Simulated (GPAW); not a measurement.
# Ballistic transport through a Bi chain with one Pt atom in line, cheap and dear

How well does a Bi chain with one Pt atom in line conduct at low bias, and how far do basis and functional move the answer?

Program: GPAW 26.7.0. Level of theory: GPAW LCAO, PAW setups; Landauer transmission from Green's functions with principal layers (ASE), zero bias. Results are calculated unless marked as measured.

### Step 1. The structure

The cell holds 9 atoms: 8 Bi and 1 Pt. Cell: a = 9.000 Å, b = 9.000 Å, c = 25.553 Å, α = 90.0°, β = 90.0°, γ = 90.0°. Regions: left lead, 4 atoms (4 Bi); channel, 1 atom (1 Pt); right lead, 4 atoms (4 Bi). Vacuum lies along a and b. The structure is stacked along c, and the current runs across the ab planes.

### Step 2. GPAW, dzp

The script solves lead and junction separately, takes H and S in the orbital basis, and joins semi-infinite leads through their self-energies; the dzp basis is the working standard.

run.py

```python
import json
import numpy as np
from ase import Atoms
from ase.transport.calculators import TransportCalculator
from gpaw import GPAW, FermiDirac
from gpaw.lcao.tools import get_lcao_hamiltonian
from scipy.linalg import eigh

# The junction with lead layers at both ends, along the third cell vector
device = Atoms(
    ['Bi', 'Bi', 'Bi', 'Bi', 'Pt', 'Bi', 'Bi', 'Bi', 'Bi'],
    positions=[
        [4.50000, 4.50000, 1.45000],
        [4.50000, 4.50000, 4.35000],
        [4.50000, 4.50000, 7.25000],
        [4.50000, 4.50000, 10.15000],
        [4.50000, 4.50000, 12.77660],
        [4.50000, 4.50000, 15.40320],
        [4.50000, 4.50000, 18.30320],
        [4.50000, 4.50000, 21.20320],
        [4.50000, 4.50000, 24.10320]],
    cell=[[9.0, 0.0, 0.0], [0.0, 9.0, 0.0], [0.0, 0.0, 25.5532]],
    pbc=True)

# One principal layer of the lead: the first 2 atoms of the device
lead = Atoms(
    ['Bi', 'Bi'],
    positions=[
        [4.50000, 4.50000, 1.45000],
        [4.50000, 4.50000, 4.35000]],
    cell=[[9.0, 0.0, 0.0], [0.0, 9.0, 0.0], [0.0, 0.0, 5.8]],
    pbc=True)

settings = dict(mode='lcao', basis='dzp', xc='PBE', h=0.2,
                occupations=FermiDirac(0.1), maxiter=250,
                mixer=dict(beta=0.1, nmaxold=8, weight=100.0),
                convergence=dict(density=0.0001))
energies = np.arange(-3, 3 + 1e-9, 0.075)
eta = 0.0001
n1, n2 = 1, 1
# k and -k transmit alike, so half of the mesh across the current serves
mesh = [(i, j) for i in range(n1) for j in range(n2) if (i, j) <= (-i % n1, -j % n2)]
weights = np.array([1 if (i, j) == (-i % n1, -j % n2) else 2 for i, j in mesh]) / (n1 * n2)

# [... helper functions left out ...]
fermi_lead = ground_state(lead, (1, 1, 19), 'lead.txt')
fermi_device = ground_state(device, (1, 1, 3), 'device.txt')
# [... loop over the mesh left out, but for ...]
        # Shift the lead onto the potential of the device's first layer
        shift = ((H[:, 0, 0] - H0[:, 0, 0]) / S0[0, 0]).real.mean()
# [...]
kT = 8.617333e-5 * 300
bias = [0.1, 0.2, 0.5, 1.0, 1.5, 2.0]
# [... integrals and printing left out ...]
```

The run is started by

```bash
$ OMP_NUM_THREADS=1 OPENBLAS_NUM_THREADS=1 python run.py
```

Log:

```text
basis functions: device 211, principal layer 46
Fermi level: lead -2.8498 eV, device -2.9840 eV; lead shifted by -0.0027 eV
largest coupling past the next layer 5.83e-06 eV, largest misfit of the first layer 0.024 eV
  E-E_F (eV)   T (one spin)  [channel counts left out]
    -3.000    9.8030e-01
    -2.925    9.8795e-01
    -2.850    9.9311e-01
    -2.775    9.9642e-01
    -2.700    9.9836e-01
    -2.625    9.9928e-01
    -2.550    9.9946e-01
    -2.475    9.9910e-01
    -2.400    9.9836e-01
    -2.325    9.9736e-01
    -2.250    9.9621e-01
    -2.175    9.9497e-01
    -2.100    9.9372e-01
    -2.025    9.9250e-01
    -1.950    9.9138e-01
    -1.875    9.9038e-01
[...]
2.475    7.9734e-01
     2.550    7.9670e-01
     2.625    7.9604e-01
     2.700    7.9536e-01
     2.775    7.9467e-01
     2.850    7.9398e-01
     2.925    7.9329e-01
     3.000    7.9262e-01
conductance at 300 K: 2.4736 G0 a cell; thermopower -0.7304 uV/K
current from the zero-bias T(E) at 0.1 V: 19.162 uA
current from the zero-bias T(E) at 0.2 V: 38.3 uA
current from the zero-bias T(E) at 0.5 V: 95.325 uA
current from the zero-bias T(E) at 1.0 V: 186.77 uA
current from the zero-bias T(E) at 1.5 V: 268.46 uA
current from the zero-bias T(E) at 2.0 V: 356.76 uA
```

Elapsed: 27 s, on 1 thread of Arm Neoverse V2, shared host; peak memory 0.89 GiB.

Numbers from this step:

- conductance: 2.474 G₀
- largest coupling past the next principal layer: 5.83e-6 eV
- largest misfit of the first principal layer: 0.02408 eV
- shift that aligns the lead: -0.002714 eV
- basis functions of the junction: 211
- basis functions of a principal layer: 46
- transmission at the Fermi level (one spin): 2.475

One spin. Transmission, zone mean against energy, zero at the Fermi level:

| energy (eV) | transmission, zone mean |
| --- | --- |
| -3.00 | 0.980 |
| -2.77 | 0.996 |
| -2.55 | 0.999 |
| -2.40 | 0.998 |
| -2.17 | 0.995 |
| -1.95 | 0.991 |
| -1.73 | 0.989 |
| -1.57 | 0.989 |
| -1.35 | 1.26 |
| -1.12 | 1.84 |
| -0.90 | 2.14 |
| -0.75 | 1.85 |
| -0.53 | 1.93 |
| -0.30 | 2.32 |
| -0.07 | 2.45 |
| 0.00 | 2.48 |
| 0.07 | 2.49 |
| 0.30 | 2.51 |
| 0.53 | 2.52 |
| 0.75 | 2.52 |
| 0.90 | 2.51 |
| 1.12 | 2.49 |
| 1.35 | 2.42 |
| 1.57 | 2.18 |
| 1.73 | 1.55 |
| 1.95 | 0.801 |
| 2.17 | 0.800 |
| 2.40 | 0.798 |
| 2.55 | 0.797 |
| 2.77 | 0.795 |
| 3.00 | 0.793 |

Not self-consistent under bias; the bias window is split evenly. Table of current through one cell, from the zero-bias transmission by bias:

| bias (V) | current through one cell, from the zero-bias transmission (μA) |
| --- | --- |
| 0.100 | 19.2 |
| 0.200 | 38.3 |
| 0.500 | 95.3 |
| 1.000 | 187 |
| 1.500 | 268 |
| 2.000 | 357 |

Transmission of the three most open eigenchannels against energy, zero at the Fermi level:

| energy (eV) | channel 1 | channel 2 | channel 3 |
| --- | --- | --- | --- |
| -3.00 | 0.980 | 1.1e-11 | 0 |
| -2.85 | 0.993 | 1.1e-11 | 0 |
| -2.70 | 0.998 | 1.1e-11 | 0 |
| -2.55 | 0.999 | 1.1e-11 | 0 |
| -2.33 | 0.997 | 1.1e-11 | 0 |
| -2.17 | 0.995 | 1.1e-11 | 0 |
| -2.02 | 0.993 | 1.1e-11 | 0 |
| -1.88 | 0.990 | 1.1e-11 | 0 |
| -1.73 | 0.989 | 1.1e-11 | 0 |
| -1.57 | 0.989 | 1.2e-11 | 1.2e-11 |
| -1.35 | 0.991 | 0.132 | 0.132 |
| -1.20 | 0.996 | 0.339 | 0.339 |
| -1.05 | 0.999 | 0.484 | 0.484 |
| -0.90 | 0.969 | 0.586 | 0.586 |
| -0.75 | 0.666 | 0.666 | 0.514 |
| -0.60 | 0.732 | 0.732 | 0.161 |
| -0.38 | 0.805 | 0.805 | 0.631 |
| -0.23 | 0.835 | 0.835 | 0.713 |
| -0.07 | 0.852 | 0.852 | 0.750 |
| 0.00 | 0.857 | 0.857 | 0.762 |
| 0.07 | 0.860 | 0.860 | 0.770 |
| 0.23 | 0.863 | 0.863 | 0.782 |
| 0.38 | 0.862 | 0.862 | 0.789 |
| 0.60 | 0.860 | 0.860 | 0.795 |
| 0.75 | 0.859 | 0.859 | 0.797 |
| 0.90 | 0.857 | 0.857 | 0.799 |
| 1.05 | 0.852 | 0.852 | 0.800 |
| 1.20 | 0.839 | 0.839 | 0.801 |
| 1.35 | 0.810 | 0.810 | 0.801 |
| 1.57 | 0.801 | 0.690 | 0.690 |
| 1.73 | 0.801 | 0.376 | 0.376 |
| 1.88 | 0.801 | 7.8e-10 | 7.8e-10 |
| 2.02 | 0.800 | 1.3e-11 | 1.3e-11 |
| 2.17 | 0.800 | 7.4e-12 | 1.1e-12 |
| 2.33 | 0.799 | 7.2e-12 | 0 |
| 2.55 | 0.797 | 6.9e-12 | 0 |
| 2.70 | 0.795 | 6.6e-12 | 0 |
| 2.85 | 0.794 | 6.4e-12 | 0 |
| 3.00 | 0.793 | 6.2e-12 | 0 |

Couplings past the next layer reach 5.8e-6 eV, small enough to drop; the matrix elements of the cell's first layer differ from the bulk lead's by up to 0.024 eV. That layer keeps its own values in the calculation, and only beyond it is the lead taken as perfect. The Fermi levels of lead and junction count from different zeros of potential, one for each periodic cell; with both set to zero, the small remaining shift is what aligns them. Without spin-orbit coupling, which is large for these atoms, channel counts and T are those of the scalar-relativistic bands. By hand: G = 2.474 × 77.48 μS = 192 μS, a resistance of 5.22 kΩ; at 0.1 V a linear junction would pass 19.2 μA, and the integral over the bias window gives 19.2 μA.

### Step 3. GPAW, szp: basis = "szp(dzp)"

The second zeta is dropped, the polarisation orbitals stay.

run.py, as its differences from that of step 2:

```diff
@@ -33,3 +33,3 @@
 
-settings = dict(mode='lcao', basis='dzp', xc='PBE', h=0.2,
+settings = dict(mode='lcao', basis='szp(dzp)', xc='PBE', h=0.2,
                 occupations=FermiDirac(0.1), maxiter=250,
```

Log:

```text
basis functions: device 127, principal layer 28
Fermi level: lead -2.9434 eV, device -3.0682 eV; lead shifted by 0.0074 eV
largest coupling past the next layer 5.79e-06 eV, largest misfit of the first layer 0.026 eV
  E-E_F (eV)   T (one spin)  [channel counts left out]
    -3.000    9.7674e-01
    -2.925    9.8617e-01
    -2.850    9.9243e-01
    -2.775    9.9634e-01
    -2.700    9.9851e-01
    -2.625    9.9938e-01
    -2.550    9.9931e-01
    -2.475    9.9856e-01
    -2.400    9.9733e-01
    -2.325    9.9578e-01
    -2.250    9.9402e-01
    -2.175    9.9217e-01
    -2.100    9.9029e-01
    -2.025    9.8846e-01
    -1.950    9.8672e-01
    -1.875    9.8513e-01
[...]
2.475    7.8949e-01
     2.550    7.8905e-01
     2.625    7.8859e-01
     2.700    7.8812e-01
     2.775    7.8764e-01
     2.850    7.8717e-01
     2.925    7.8670e-01
     3.000    7.8624e-01
conductance at 300 K: 2.5051 G0 a cell; thermopower -0.7711 uV/K
current from the zero-bias T(E) at 0.1 V: 19.405 uA
current from the zero-bias T(E) at 0.2 V: 38.783 uA
current from the zero-bias T(E) at 0.5 V: 96.461 uA
current from the zero-bias T(E) at 1.0 V: 188.2 uA
current from the zero-bias T(E) at 1.5 V: 272.23 uA
current from the zero-bias T(E) at 2.0 V: 362.97 uA
```

It took 22 s on 1 thread; peak memory 0.87 GiB.

Numbers from this step:

```
conductance                                    : 2.505 G₀
largest coupling past the next principal layer : 5.79e-6 eV
largest misfit of the first principal layer    : 0.02569 eV
shift that aligns the lead                     : 0.007405 eV
basis functions of the junction                : 127
basis functions of a principal layer           : 28
transmission at the Fermi level (one spin)     : 2.507
```

One spin. Table of transmission, zone mean by energy, zero at the Fermi level:

energy (eV), transmission, zone mean and a bar from the least value:
```
    -3.00       0.98 ###
    -2.85       0.99 ####
    -2.70       1.00 ####
    -2.55       1.00 ####
    -2.33       1.00 ####
    -2.17       0.99 ####
    -2.02       0.99 ###
    -1.88       0.99 ###
    -1.73       0.98 ###
    -1.57       0.98 ###
    -1.35       1.25 ########
    -1.20       1.68 ###############
    -1.05       2.00 #####################
    -0.90       2.22 ########################
    -0.82       2.27 #########################
    -0.75       2.21 ########################
    -0.60       1.52 #############
    -0.38       2.24 #########################
    -0.23       2.40 ############################
    -0.07       2.48 #############################
     0.00       2.51 #############################
     0.07       2.52 ##############################
     0.23       2.54 ##############################
     0.30       2.54 ##############################
     0.38       2.54 ##############################
     0.60       2.53 ##############################
     0.75       2.51 ##############################
     0.90       2.50 #############################
     1.05       2.48 #############################
     1.20       2.44 ############################
     1.35       2.37 ###########################
     1.57       2.10 ######################
     1.73       1.50 ############
     1.88       0.79 
     2.02       0.79 
     2.17       0.79 
     2.33       0.79 
     2.55       0.79 
     2.70       0.79 
     2.85       0.79 
     3.00       0.79
```

Not self-consistent under bias; the bias window is split evenly. Current through one cell, from the zero-bias transmission against bias:

| bias (V) | current through one cell, from the zero-bias transmission (μA) |
| --- | --- |
| 0.100 | 19.4 |
| 0.200 | 38.8 |
| 0.500 | 96.5 |
| 1.000 | 188 |
| 1.500 | 272 |
| 2.000 | 363 |

Transmission of the three most open eigenchannels against energy, zero at the Fermi level:

| energy (eV) | channel 1 | channel 2 | channel 3 |
| --- | --- | --- | --- |
| -3.00 | 0.977 | 0 | 0 |
| -2.85 | 0.992 | 0 | 0 |
| -2.70 | 0.999 | 0 | 0 |
| -2.55 | 0.999 | 0 | 0 |
| -2.33 | 0.996 | 0 | 0 |
| -2.17 | 0.992 | 0 | 0 |
| -2.02 | 0.988 | 1.6e-11 | 1.6e-11 |
| -1.88 | 0.985 | 0 | 0 |
| -1.73 | 0.983 | 0 | 0 |
| -1.57 | 0.981 | 9.8e-12 | 9.8e-12 |
| -1.35 | 0.983 | 0.131 | 0.131 |
| -1.20 | 0.988 | 0.347 | 0.347 |
| -1.05 | 0.996 | 0.501 | 0.501 |
| -0.90 | 0.997 | 0.609 | 0.609 |
| -0.75 | 0.830 | 0.691 | 0.691 |
| -0.60 | 0.756 | 0.756 | 0.0116 |
| -0.38 | 0.827 | 0.827 | 0.588 |
| -0.23 | 0.857 | 0.857 | 0.690 |
| -0.07 | 0.875 | 0.875 | 0.734 |
| 0.00 | 0.880 | 0.880 | 0.746 |
| 0.07 | 0.883 | 0.883 | 0.756 |
| 0.23 | 0.884 | 0.884 | 0.769 |
| 0.38 | 0.881 | 0.881 | 0.776 |
| 0.60 | 0.871 | 0.871 | 0.783 |
| 0.75 | 0.864 | 0.864 | 0.786 |
| 0.90 | 0.855 | 0.855 | 0.788 |
| 1.05 | 0.844 | 0.844 | 0.789 |
| 1.20 | 0.825 | 0.825 | 0.790 |
| 1.35 | 0.791 | 0.790 | 0.790 |
| 1.57 | 0.792 | 0.653 | 0.653 |
| 1.73 | 0.792 | 0.352 | 0.352 |
| 1.88 | 0.792 | 1.0e-9 | 1.0e-9 |
| 2.02 | 0.791 | 1.4e-11 | 1.4e-11 |
| 2.17 | 0.791 | 0 | 0 |
| 2.33 | 0.790 | 0 | 0 |
| 2.55 | 0.789 | 0 | 0 |
| 2.70 | 0.788 | 0 | 0 |
| 2.85 | 0.787 | 0 | 0 |
| 3.00 | 0.786 | 0 | 0 |

The conductance, 2.51 G₀, lies 1.3 % above that of the dzp run.

### Step 4. GPAW, sz: basis = "sz(dzp)"

The minimal basis is the cheapest rung: no second zeta and no polarisation.

run.py, as its differences from that of step 3:

```diff
@@ -33,3 +33,3 @@
 
-settings = dict(mode='lcao', basis='szp(dzp)', xc='PBE', h=0.2,
+settings = dict(mode='lcao', basis='sz(dzp)', xc='PBE', h=0.2,
                 occupations=FermiDirac(0.1), maxiter=250,
```

Log:

```text
basis functions: device 84, principal layer 18
Fermi level: lead -2.7774 eV, device -2.9287 eV; lead shifted by 0.0065 eV
largest coupling past the next layer 5.43e-06 eV, largest misfit of the first layer 0.016 eV
  E-E_F (eV)   T (one spin)  [channel counts left out]
    -3.000    9.9406e-01
    -2.925    9.9749e-01
    -2.850    9.9912e-01
[...]
2.925    7.9091e-01
     3.000    7.9001e-01
conductance at 300 K: 2.5985 G0 a cell; thermopower -0.5505 uV/K
current from the zero-bias T(E) at 0.1 V: 20.13 uA
current from the zero-bias T(E) at 0.2 V: 40.243 uA
current from the zero-bias T(E) at 0.5 V: 100.29 uA
current from the zero-bias T(E) at 1.0 V: 197.59 uA
current from the zero-bias T(E) at 1.5 V: 285.9 uA
current from the zero-bias T(E) at 2.0 V: 380.58 uA
```

It took 18 s on 1 thread; peak memory 0.83 GiB.

This step gave:

* conductance: 2.598 G₀
* largest coupling past the next principal layer: 5.43e-6 eV
* largest misfit of the first principal layer: 0.01644 eV
* shift that aligns the lead: 0.006525 eV
* basis functions of the junction: 84
* basis functions of a principal layer: 18
* transmission at the Fermi level (one spin): 2.600

The conductance, 2.60 G₀, lies 5.0 % above that of the dzp run.

### Step 5. LDA in the dzp basis: xc = "LDA"

Back in the dzp basis, the functional changes from PBE to LDA, to set the spread between functionals beside that between bases.

run.py, as its differences from that of step 4:

```diff
@@ -33,3 +33,3 @@
 
-settings = dict(mode='lcao', basis='sz(dzp)', xc='PBE', h=0.2,
+settings = dict(mode='lcao', basis='dzp', xc='LDA', h=0.2,
                 occupations=FermiDirac(0.1), maxiter=250,
```

Log:

```text
basis functions: device 211, principal layer 46
Fermi level: lead -3.1147 eV, device -3.2556 eV; lead shifted by 0.0025 eV
largest coupling past the next layer 5.86e-06 eV, largest misfit of the first layer 0.025 eV
  E-E_F (eV)   T (one spin)  [channel counts left out]
    -3.000    9.7952e-01
    -2.925    9.8734e-01
    -2.850    9.9267e-01
[...]
2.925    7.8982e-01
     3.000    7.8892e-01
conductance at 300 K: 2.4968 G0 a cell; thermopower -0.7302 uV/K
current from the zero-bias T(E) at 0.1 V: 19.341 uA
current from the zero-bias T(E) at 0.2 V: 38.658 uA
current from the zero-bias T(E) at 0.5 V: 96.2 uA
current from the zero-bias T(E) at 1.0 V: 188.41 uA
current from the zero-bias T(E) at 1.5 V: 270.48 uA
current from the zero-bias T(E) at 2.0 V: 358.82 uA
```

Elapsed: 21 s, on 1 thread; peak memory 0.89 GiB.

This step gave:

| Quantity | Value |
| --- | --- |
| conductance | 2.497 G₀ |
| largest coupling past the next principal layer | 5.86e-6 eV |
| largest misfit of the first principal layer | 0.02494 eV |
| shift that aligns the lead | 0.002454 eV |
| basis functions of the junction | 211 |
| basis functions of a principal layer | 46 |
| transmission at the Fermi level (one spin) | 2.499 |

One spin. The transmission, zone mean by energy, zero at the Fermi level:

energy (eV), transmission, zone mean and a bar from the least value:
```
    -3.00       0.98 ###
    -2.77       1.00 ####
    -2.55       1.00 ####
    -2.40       1.00 ####
    -2.17       0.99 ####
    -1.95       0.99 ###
    -1.73       0.99 ###
    -1.57       0.99 ###
    -1.35       1.23 ########
    -1.12       1.81 ##################
    -0.90       2.13 #######################
    -0.75       1.87 ###################
    -0.53       1.95 ####################
    -0.30       2.34 ###########################
    -0.07       2.48 #############################
     0.00       2.50 #############################
     0.07       2.51 ##############################
     0.30       2.53 ##############################
     0.38       2.53 ##############################
     0.53       2.53 ##############################
     0.75       2.52 ##############################
     0.90       2.52 ##############################
     1.12       2.50 #############################
     1.35       2.42 ############################
     1.57       2.16 ########################
     1.73       1.47 ############
     1.95       0.80 
     2.17       0.80 
     2.40       0.80 
     2.55       0.79 
     2.77       0.79 
     3.00       0.79
```

The conductance, 2.50 G₀, lies 0.9 % above that of the dzp run.

### Step 6. Cost and result by level

Times are for 1 thread of Arm Neoverse V2, shared host. Results by setting:

| no. | run | conductance (G₀) | time | memory (GiB) |
| --- | --- | --- | --- | --- |
| 1 | dzp | 2.474 | 27 s | 0.89 |
| 2 | szp | 2.505 | 22 s | 0.87 |
| 3 | sz | 2.598 | 18 s | 0.83 |
| 4 | dzp LDA | 2.497 | 21 s | 0.89 |

### Step 7. Comparison

The curves are compared point by point over the common energies.

This step: comparison of transmission and cost over codes and levels (GPAW 26.7.0).

Ladder, by row:

| step | code | T at the Fermi level (sum over the listed spins) | conductance (G0) | r.m.s. T(E) from the first | wall time (s) | peak memory (GiB) | threads |
| --- | --- | --- | --- | --- | --- | --- | --- |
| dzp | GPAW | 2.475 | 2.474 | 0 | 26.87 | 0.89 | 1 |
| szp | GPAW | 2.507 | 2.505 | 0.06752 | 21.75 | 0.87 | 1 |
| sz | GPAW | 2.6 | 2.598 | 0.1241 | 18.05 | 0.83 | 1 |
| dzp-LDA | GPAW | 2.499 | 2.497 | 0.01678 | 21.17 | 0.89 | 1 |

Table of transmission, zone mean, sum over the listed spins by energy, zero at the Fermi level:

| energy (eV) | dzp | szp | sz | dzp-LDA |
| --- | --- | --- | --- | --- |
| -3.0000 | 0.980 | 0.977 | 0.994 | 0.980 |
| -2.7750 | 0.996 | 0.996 | 0.999 | 0.996 |
| -2.4750 | 0.999 | 0.999 | 0.993 | 0.999 |
| -2.2500 | 0.996 | 0.994 | 0.986 | 0.996 |
| -2.0250 | 0.993 | 0.988 | 0.979 | 0.992 |
| -1.7250 | 0.989 | 0.983 | 0.973 | 0.989 |
| -1.5000 | 0.989 | 0.981 | 1.00 | 0.989 |
| -1.2750 | 1.48 | 1.48 | 1.73 | 1.45 |
| -0.9750 | 2.07 | 2.12 | 2.30 | 2.05 |
| -0.9000 | 2.14 | 2.22 | 2.38 | 2.13 |
| -0.8250 | 2.12 | 2.27 | 2.40 | 2.13 |
| -0.7500 | 1.85 | 2.21 | 2.13 | 1.87 |
| -0.5250 | 1.93 | 1.84 | 2.17 | 1.95 |
| -0.2250 | 2.38 | 2.40 | 2.53 | 2.40 |
| 0.0000 | 2.48 | 2.51 | 2.60 | 2.50 |
| 0.2250 | 2.51 | 2.54 | 2.63 | 2.53 |
| 0.3000 | 2.51 | 2.54 | 2.63 | 2.53 |
| 0.3750 | 2.51 | 2.54 | 2.63 | 2.53 |
| 0.5250 | 2.52 | 2.53 | 2.63 | 2.53 |
| 0.7500 | 2.52 | 2.51 | 2.61 | 2.52 |
| 0.9750 | 2.51 | 2.49 | 2.57 | 2.51 |
| 1.2750 | 2.45 | 2.41 | 2.44 | 2.45 |
| 1.5000 | 2.30 | 2.23 | 2.19 | 2.28 |
| 1.7250 | 1.55 | 1.50 | 1.31 | 1.47 |
| 2.0250 | 0.800 | 0.791 | 0.797 | 0.802 |
| 2.2500 | 0.799 | 0.791 | 0.797 | 0.799 |
| 2.4750 | 0.797 | 0.789 | 0.795 | 0.796 |
| 2.7750 | 0.795 | 0.788 | 0.793 | 0.792 |
| 3.0000 | 0.793 | 0.786 | 0.790 | 0.789 |

[end of part 1 of 2]

[Logs are printed without paths, hosts, clocks, repeated set-up lines and the standing remarks that a program may print on its own settings, such as how far it seeks lower states.]

[Hosts, paths, dates, database ids (printed as entryN), source tags and the programs' standing remarks are cut or masked in the printed files.]
